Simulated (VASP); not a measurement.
# ZnSe (F-43m) in VASP: notebook

Runs on ZnSe. Level: r2SCAN+rVV10. Tasks: relaxation of cell and atoms.

All numbers are computed with VASP 6.6.1; they aren't measurements. Logs are shortened: lines on timing, memory, paths and dates and some standing lists are left out, and cuts for length are marked.

### 1 The structure

Symmetry: F-43m, No. 216, cubic system. Conventional cell: a = 5.668 Å, b = 5.668 Å, c = 5.668 Å, α = 90.00°, β = 90.00°, γ = 90.00°. Zn (site symmetry -43m) has 4 Se at 2.45 Å as nearest neighbours. Se (site symmetry -43m) is surrounded by 4 Zn at 2.45 Å.

### 2 Relaxation of cell and atoms, r2SCAN+rVV10

Input file INCAR:

```
SYSTEM = ZnSe
PREC     = Accurate       ! precision mode
ENCUT    = 520            ! plane-wave cutoff, eV
EDIFF    = 1E-7           ! SCF threshold, eV
ISMEAR   = 0              ! smearing method
SIGMA    = 0.02           ! smearing width, eV
LREAL    = .False.        ! projectors in reciprocal space
LASPH    = .True.         ! aspherical terms in the spheres
NELM     = 80             ! most SCF steps
ALGO     = Normal         ! electronic algorithm
ISIF     = 3              ! what is computed and relaxed
LWAVE    = .False.        ! write WAVECAR
LCHARG   = .False.        ! write CHGCAR
METAGGA  = R2SCAN         ! meta-GGA
LMIXTAU  = .True.       
LUSE_VDW = .True.       
IVDW_NL  = 2            
BPARAM   = 11.95        
CPARAM   = 0.0093       
IBRION   = 2              ! ionic algorithm
NSW      = 80             ! ionic steps
EDIFFG   = -0.002         ! ionic threshold
```

Input file KPOINTS:

```
Automatic mesh
0
Gamma
  10 10 10
  0 0 0
```

Input file POSCAR:

```
ZnSe
1.0
    0.0000000000      2.8338000000      2.8338000000
    2.8338000000      0.0000000000      2.8338000000
    2.8338000000      2.8338000000      0.0000000000
Zn Se
1 1
Direct
    0.0000000000      0.0000000000      0.0000000000
    0.2500000000      0.2500000000      0.2500000000
```

Potentials or basis: VASP PAW PBE potentials, release 64 (Zn, Se).

Launch:

```console
$ cat potpaw_PBE.64/Zn/POTCAR potpaw_PBE.64/Se/POTCAR > POTCAR
$ mpirun -np 1 vasp_std > vasp.out
```

OUTCAR:

```text
SYSTEM = ZnSe
   PREC = Accurate
   ENCUT = 520
   EDIFF = 1E-7
   ISMEAR = 0
   LREAL = .False.
   LASPH = .True.
   NELM = 80
   ISIF = 3
   METAGGA = R2SCAN
   IVDW_NL = 2
   BPARAM = 11.95
   IBRION = 2
   NSW = 80
   EDIFFG = -0.002

 ion  position               nearest neighbor table
   1  0.000  0.000  0.000-   2 2.45   2 2.45   2 2.45   2 2.45
   2  0.250  0.250  0.250-   1 2.45   1 2.45   1 2.45   1 2.45

  LATTYP: Found a face centered cubic cell.
 ALAT       =     5.6676000000

  Lattice vectors:

 A1 = (   0.0000000000,   2.8338000000,   2.8338000000)
 A2 = (   2.8338000000,   0.0000000000,   2.8338000000)
 A3 = (   2.8338000000,   2.8338000000,   0.0000000000)

Analysis of symmetry for initial positions (statically):
=====================================================================
 Subroutine PRICEL returns:
 Original cell was already a primitive cell.

 Routine SETGRP: Setting up the symmetry group for a
 face centered cubic supercell.

 Subroutine GETGRP returns: Found 24 space group operations
 (whereof 24 operations were pure point group operations)
 out of a pool of 48 trial point group operations.

The static configuration has the point symmetry T_d .

Analysis of symmetry for dynamics (positions and initial velocities):
=====================================================================
 Subroutine PRICEL returns:
 Original cell was already a primitive cell.

 Routine SETGRP: Setting up the symmetry group for a
 face centered cubic supercell.

 Subroutine GETGRP returns: Found 24 space group operations
 (whereof 24 operations were pure point group operations)
 out of a pool of 48 trial point group operations.

The dynamic configuration has the point symmetry T_d .

 Subroutine INISYM returns: Found 24 space group operations
 (whereof 24 operations are pure point group operations),
 and found     1 'primitive' translations

----------------------------------------------------------------------------------------

                                     Primitive cell

  volume of cell :      45.5132

  direct lattice vectors                    reciprocal lattice vectors
     0.000000000  2.833800000  2.833800000    -0.176441527  0.176441527  0.176441527
     2.833800000  0.000000000  2.833800000     0.176441527 -0.176441527  0.176441527
     2.833800000  2.833800000  0.000000000     0.176441527  0.176441527 -0.176441527

  length of vectors
     4.007598393  4.007598393  4.007598393     0.305605690  0.305605690  0.305605690

  position of ions in fractional coordinates (direct lattice)
     0.000000000  0.000000000  0.000000000
     0.250000000  0.250000000  0.250000000

[... 74 lines left out ...]
   ENCUT  =  520.0 eV  38.22 Ry    6.18 a.u.   7.45  7.45  7.45*2*pi/ulx,y,z
   NELM   =     80;   NELMIN=  2; NELMDL= -5     # of ELM steps
   EDIFF  = 0.1E-06   stopping-criterion for ELM
   LREAL  =      F    real-space projection
   EDIFFG = -.2E-02   stopping-criterion for IOM
   NSW    =     80    number of steps for IOM
   IBRION =      2    ionic relax: 0-MD 1-quasi-New 2-CG
   NFREE  =      1    steps in history (QN), initial steepest desc. (CG)
   ISIF   =      3    stress and relaxation
   ISYM   =      2    0-nonsym 1-usesym 2-fastsym
   POTIM  = 0.5000    time-step for ionic-motion
   TEBEG  =    0.0;   TEEND  =   0.0 temperature during run
   PSTRESS=    0.0 pullay stress
   NELECT =      18.0000    total number of electrons
   NUPDOWN=      -1.0000    fix difference up-down
   EMIN   =  10.00;   EMAX   =-10.00  energy-range for DOS
   EFERMI =   0.00;   METHOD = LEGACY
   ISMEAR =     0;   SIGMA  =   0.02  broadening in eV -4-tet -1-fermi 0-gaus
   EFERMI_NEDOS =   21; number of points for ismear=-14 and -15
   IALGO  =     38    algorithm
   IMIX   =      4    mixing-type and parameters
     AMIX     =   0.40;   BMIX     =  1.00
     AMIX_MAG =   1.60;   BMIX_MAG =  1.00
  volume/ion in A,a.u.               =      22.76       153.57
  Fermi-wavevector in a.u.,A,eV,Ry     =   1.201673  2.270834 19.647073  1.444019
  Thomas-Fermi vector in A             =   2.337476
   LORBIT       =      0    0 simple, 1 ext, 2 COOP (PROOUT), +10 PAW based schemes
   METAGGA = R2SCAN    functional components
   LHFCALC =     F    Hartree Fock is set to
   AEXX    =    0.0000 exact exchange contribution
   IVDW_NL    =     2    kernel type
   BPARAM     =11.9500
   IVDW    =     0    specifies the selected vdW correction
   LEPSILON=     F    determine dielectric tensor
   LRPA    =     F    only Hartree local field effects (RPA)
 conjugate gradient relaxation of ions
 non-spin polarized calculation
 Gauss-broadening in eV      SIGMA  =   0.02
  energy-cutoff  :      520.00
  volume of cell :       45.51
 maximum number of plane-waves:      1244
 NGX is ok and might be reduce to    30
   NGX = 15   NGY = 15   NGZ = 15

--------------------------------------- Ionic step        1  -------------------------------------------

 number of electron      18.0000012 magnetization

 Free energy of the ion-electron system (eV)
  ---------------------------------------------------
  ext. energy  EPLUGINS =         0.00000000
  ---------------------------------------------------
  free energy    TOTEN  =       -24.37600134 eV

  energy without entropy =      -24.37600134  energy(sigma->0) =      -24.37600134

 E-fermi :   1.4022     XC(G=0):  -9.9842

 val. band max:        1.2903338988   @ k =   0.0000   0.0000   0.0000
 cond. band min:       3.1117950058   @ k =   0.0000   0.0000   0.0000
 fundamental gap:      1.8214611069
 Fermi energy:         1.4021548304

 k-point     1 :       0.0000    0.0000    0.0000
  band No.  band energies     occupation
      1     -12.4311      2.00000
      2      -5.3960      2.00000
      3      -5.3960      2.00000
      4      -5.3960      2.00000
      5      -4.9878      2.00000
      6      -4.9878      2.00000
      7       1.2903      2.00000
      8       1.2903      2.00000
      9       1.2903      2.00000
     10       3.1118      0.00000
     11       7.5835      0.00000
     12       7.5836      0.00000
     13       7.5836      0.00000
[... 475 lines left out ...]
--------------------------------------- Ionic step        4  -------------------------------------------

 number of electron      18.0000003 magnetization

 Free energy of the ion-electron system (eV)
  ---------------------------------------------------
  ext. energy  EPLUGINS =         0.00000000
  ---------------------------------------------------
  free energy    TOTEN  =       -24.37736411 eV

  energy without entropy =      -24.37736411  energy(sigma->0) =      -24.37736411

 E-fermi :   1.5058     XC(G=0): -10.0373

 val. band max:        1.3855988093   @ k =   0.0000   0.0000   0.0000
 cond. band min:       3.2549275960   @ k =   0.0000   0.0000   0.0000
 fundamental gap:      1.8693287868
 Fermi energy:         1.5058360372

 k-point     1 :       0.0000    0.0000    0.0000
  band No.  band energies     occupation
      1     -12.4097      2.00000
      2      -5.3407      2.00000
      3      -5.3407      2.00000
      4      -5.3407      2.00000
      5      -4.9212      2.00000
      6      -4.9212      2.00000
      7       1.3856      2.00000
      8       1.3856      2.00000
      9       1.3856      2.00000
     10       3.2549      0.00000
     11       7.6746      0.00000
     12       7.6748      0.00000
     13       7.6748      0.00000
[... 397 lines left out ...]
  FREE ENERGIE OF THE ION-ELECTRON SYSTEM (eV)
  ---------------------------------------------------
  free  energy   TOTEN  =       -24.3773641067 eV

  energy  without entropy=      -24.3773641067  energy(sigma->0) =      -24.37736411

 reached required accuracy - stopping structural energy minimisation
```

OSZICAR:

```text
N       E                     dE             d eps       ncg     rms          rms(c)
DAV:   1     0.659757749515E+02    0.65976E+02   -0.92364E+03  1222   0.161E+03
[... 46 lines left out ...]
DAV:   2    -0.243773702648E+02    0.19391E-03   -0.53816E-04  1462   0.681E-01    0.363E-02
DAV:   3    -0.243773593688E+02    0.10896E-04   -0.14458E-05  1242   0.393E-02    0.183E-02
DAV:   4    -0.243773578077E+02    0.15611E-05   -0.19206E-05  1317   0.457E-02    0.688E-03
DAV:   5    -0.243773612365E+02   -0.34288E-05   -0.24098E-06  1222   0.179E-02    0.503E-03
DAV:   6    -0.243773639165E+02   -0.26800E-05   -0.15966E-06  1797   0.148E-02    0.206E-03
DAV:   7    -0.243773641555E+02   -0.23900E-06   -0.47424E-07  1227   0.988E-03    0.688E-04
DAV:   8    -0.243773641067E+02    0.48789E-07   -0.93853E-08   854   0.326E-03
   4 F= -.24377364E+02 E0= -.24377364E+02  d E =-.136276E-02
```

Wall time 4.9 min (1 thread of Intel Xeon 6975P-C (Granite Rapids), shared host); peak memory 0.3 GiB.

What came out:

| Item | Value |
| --- | --- |
| Free energy | -24.3774 eV |
| Relaxed volume | 22.51 Å³/atom |
| Relaxed cell | a = 3.993 Å, b = 3.993 Å, c = 3.993 Å, α = 60.00°, β = 60.00°, γ = 60.00° |
| Space group after relaxing (to 0.05 Å) | F-43m (No. 216) |
| Energy gained by relaxing | 0.7 meV/atom |
| Ionic steps | 4 |
| Pressure after relaxing | 0.0 GPa |
| Band gap on the k mesh | 1.87 eV, direct |

The path:
```
step  energy change (eV)  largest force (eV/Å)  pressure (GPa)  volume (Å³)
   1              0.0000                0.0000           -0.70        45.51
   2             -0.0013                0.0000            0.24        44.86
   3             -0.0014                0.0000            0.07        44.97
   4             -0.0014                0.0000           -0.01        45.02
```

Final structure:
```
Zn Se
1.0
     0.00000    2.82346    2.82346
     2.82346    0.00000    2.82346
     2.82346    2.82346    0.00000
Zn Se
1 1
Direct
  0.00000 0.00000 0.00000
  0.25000 0.25000 0.25000
```

Levels at points of the mesh, in eV from the valence-band top:
| k point | band 5 | band 6 | band 7 | band 8 | band 9 | band 10 | band 11 | band 12 | band 13 |
| --- | --- | --- | --- | --- | --- | --- | --- | --- | --- |
| (0.00, 0.00, 0.00) | -6.31 | -6.31 | 0.00 | 0.00 | 0.00 | 1.87 | 6.29 | 6.29 | 6.29 |
| (0.50, 0.00, 0.00) | -6.29 | -6.15 | -5.40 | -0.90 | -0.90 | 3.04 | 6.83 | 6.83 | 9.01 |
| (0.50, 0.50, 0.00) | -6.25 | -6.13 | -4.85 | -2.28 | -2.28 | 3.24 | 3.83 | 11.53 | 12.12 |

Caveat: the PAW data sets were made with another functional, which shifts forces and pressure a little.

### 3 Relaxation of cell and atoms, r2SCAN+rVV10

This run uses another cell than the first one, of 22.51 Å³/atom, 0.989 times its volume.

INCAR is that of step 2.

KPOINTS is that of step 2.

Input file POSCAR:

```
ZnSe                                    
1.0
   -0.0000000000      2.8234614410      2.8234614410
    2.8234614410      0.0000000000      2.8234614410
    2.8234614410      2.8234614410      0.0000000000
  Zn              Se            
     1     1
Direct
     0.0000000000000000    0.0000000000000000    0.0000000000000000
     0.2500000000000000    0.2500000000000000    0.2500000000000000
```

Potentials or basis: VASP PAW PBE potentials, release 64 (Zn, Se).

Launch:

```console
$ cat potpaw_PBE.64/Zn/POTCAR potpaw_PBE.64/Se/POTCAR > POTCAR
$ mpirun -np 1 vasp_std > vasp.out
```

OUTCAR:

```text
SYSTEM = ZnSe
   PREC = Accurate
   ENCUT = 520
   EDIFF = 1E-7
   ISMEAR = 0
   LREAL = .False.
   LASPH = .True.
   NELM = 80
   ISIF = 3
   METAGGA = R2SCAN
   IVDW_NL = 2
   BPARAM = 11.95
   IBRION = 2
   NSW = 80
   EDIFFG = -0.002

 ion  position               nearest neighbor table
   1  0.000  0.000  0.000-   2 2.45   2 2.45   2 2.45   2 2.45
   2  0.250  0.250  0.250-   1 2.45   1 2.45   1 2.45   1 2.45

  LATTYP: Found a face centered cubic cell.
 ALAT       =     5.6469228820

  Lattice vectors:

 A1 = (   0.0000000000,   2.8234614410,   2.8234614410)
 A2 = (   2.8234614410,   0.0000000000,   2.8234614410)
 A3 = (   2.8234614410,   2.8234614410,   0.0000000000)

Analysis of symmetry for initial positions (statically):
=====================================================================
 Subroutine PRICEL returns:
 Original cell was already a primitive cell.

 Routine SETGRP: Setting up the symmetry group for a
 face centered cubic supercell.

 Subroutine GETGRP returns: Found 24 space group operations
 (whereof 24 operations were pure point group operations)
 out of a pool of 48 trial point group operations.

The static configuration has the point symmetry T_d .
[... 237 lines left out ...]

 number of electron      18.0000003 magnetization

 Free energy of the ion-electron system (eV)
  ---------------------------------------------------
  ext. energy  EPLUGINS =         0.00000000
  ---------------------------------------------------
  free energy    TOTEN  =       -24.37731638 eV

  energy without entropy =      -24.37731638  energy(sigma->0) =      -24.37731638

 E-fermi :   1.5038     XC(G=0): -10.0364

 val. band max:        1.3837017744   @ k =   0.0000   0.0000   0.0000
 cond. band min:       3.2521514347   @ k =   0.0000   0.0000   0.0000
 fundamental gap:      1.8684496603
 Fermi energy:         1.5037990319

 k-point     1 :       0.0000    0.0000    0.0000
  band No.  band energies     occupation
      1     -12.4102      2.00000
      2      -5.3416      2.00000
      3      -5.3416      2.00000
      4      -5.3416      2.00000
      5      -4.9223      2.00000
      6      -4.9223      2.00000
      7       1.3837      2.00000
      8       1.3837      2.00000
      9       1.3837      2.00000
     10       3.2522      0.00000
     11       7.6728      0.00000
     12       7.6730      0.00000
     13       7.6730      0.00000
[... 354 lines left out ...]
  band No.  band energies     occupation
      1     -11.5382      2.00000
      2      -5.3026      2.00000
      3      -5.1421      2.00000
      4      -5.1297      2.00000
      5      -4.8955      2.00000
      6      -4.8835      2.00000
      7      -2.6810      2.00000
      8      -0.6820      2.00000
      9      -0.4564      2.00000
     10       5.2666      0.00000
     11       5.9447      0.00000
     12      10.2416      0.00000
     13      11.2449      0.00000

 [... further k-points ...]

------------------------ aborting loop because EDIFF is reached ----------------------------------------

  FORCE on cell =-STRESS in cart. coord.  units (eV):
  Direction    XX          YY          ZZ          XY          YZ          ZX
  --------------------------------------------------------------------------------------
  -------------------------------------------------------------------------------------
  Total       -0.0017396     -0.0017396     -0.0017396      0.0000000      0.0000000     -0.0000000
  in kB       -0.0618992     -0.0618992     -0.0618992      0.0000000      0.0000000     -0.0000000
  external PRESSURE =      -0.0618992 kB  Pullay stress =       0.0000000 kB
[... 17 lines left out ...]
  FREE ENERGIE OF THE ION-ELECTRON SYSTEM (eV)
  ---------------------------------------------------
  free  energy   TOTEN  =       -24.3773163773 eV

  energy  without entropy=      -24.3773163773  energy(sigma->0) =      -24.37731638

 reached required accuracy - stopping structural energy minimisation
```

OSZICAR:

```text
N       E                     dE             d eps       ncg     rms          rms(c)
DAV:   1     0.686425749325E+02    0.68643E+02   -0.92910E+03  1222   0.161E+03
DAV:   2    -0.212136424316E+02   -0.89856E+02   -0.86190E+02  1332   0.285E+02
DAV:   3    -0.270989847833E+02   -0.58853E+01   -0.58569E+01  1512   0.735E+01
DAV:   4    -0.271529936231E+02   -0.54009E-01   -0.53994E-01  1342   0.754E+00
[... 24 lines left out ...]
DAV:   1    -0.243773248000E+02   -0.17456E-04   -0.20807E-04  1452   0.322E-01    0.282E-02
DAV:   2    -0.243773207479E+02    0.40522E-05   -0.46151E-05  1462   0.201E-01    0.105E-02
DAV:   3    -0.243773180897E+02    0.26582E-05   -0.12512E-06  1242   0.116E-02    0.531E-03
DAV:   4    -0.243773164704E+02    0.16192E-05   -0.17078E-06  1277   0.141E-02    0.203E-03
DAV:   5    -0.243773163773E+02    0.93087E-07   -0.21650E-07  1198   0.548E-03
   3 F= -.24377316E+02 E0= -.24377316E+02  d E =0.418377E-05
```

CONTCAR:

```text
ZnSe
   1.00000000000000
     0.0000000000000000    2.8236578997261548    2.8236578997261548
     2.8236578997261548   -0.0000000000000000    2.8236578997261548
     2.8236578997261548    2.8236578997261548    0.0000000000000000
  Zn              Se
     1     1
Direct
     0.0000000000000000    0.0000000000000000    0.0000000000000000
     0.2500000000000000    0.2500000000000000    0.2500000000000000

  0.00000000E+00  0.00000000E+00  0.00000000E+00
  0.00000000E+00  0.00000000E+00  0.00000000E+00
```

Run time: 2.8 min. Hardware: 1 thread of Intel Xeon 6975P-C (Granite Rapids), shared host; peak memory 0.3 GiB.

What came out:

| Item | Value |
| --- | --- |
| Free energy | -24.3773 eV |
| Relaxed volume | 22.51 Å³/atom |
| Relaxed cell | a = 3.993 Å, b = 3.993 Å, c = 3.993 Å, α = 60.00°, β = 60.00°, γ = 60.00° |
| Space group after relaxing (to 0.05 Å) | F-43m (No. 216) |
| Energy gained by relaxing | 0.0 meV/atom |
| Ionic steps | 3 |
| Pressure after relaxing | 0.0 GPa |
| Band gap on the k mesh | 1.87 eV, direct |

Final structure:
```
Zn Se
1.0
     0.00000    2.82366    2.82366
     2.82366    0.00000    2.82366
     2.82366    2.82366    0.00000
Zn Se
1 1
Direct
  0.00000 0.00000 0.00000
  0.25000 0.25000 0.25000
```

Caveat: the PAW data sets were made with another functional, which shifts forces and pressure a little.
